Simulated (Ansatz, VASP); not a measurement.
## Ti in VASP and in Ansatz

```xyz
1
Lattice="0.0000 2.0300 2.0300 2.0300 0.0000 2.0300 2.0300 2.0300 0.0000" Properties=species:S:1:pos:R:3 pbc="T T T"
Ti    0.0000    0.0000    0.0000
```

This isn't the form of Ti at room conditions, which is hcp.

Alike in both runs: task relaxation of cell and atoms; functional PBEsol; dispersion D3(BJ); k mesh 13 × 13 × 13; occupations gaussian, width 0.1 eV; no spin polarisation.

|  | VASP | Ansatz |
| --- | --- | --- |
| version | VASP 6.6.1 | Ansatz 0.2.0 |
| potentials or method | VASP PAW PBE potentials, release 64 (Ti_sv) | plane waves, PAW |
| plane-wave cutoff (eV) | 600 | 420 |
| valence electrons in the cell | 12 | 12 |

Ansatz gave:

| Property | Result |
| --- | --- |
| relaxed volume (Å³/atom) | 15.82 |
| relaxed cell length with the largest relative difference (Å) | 2.818 |
| energy change over the relaxation (meV/atom) | -19 |

Problem. Estimate VASP's values.

Solution. Relaxed volume (Å³/atom): 15.77; relaxed cell length with the largest relative difference (Å): 2.815; energy change over the relaxation (meV/atom): -21.

Caveats: the PAW data sets were made with another functional, which shifts forces and pressure a little (VASP); pairwise dispersion overbinds metals, which lowers pressure and volume.
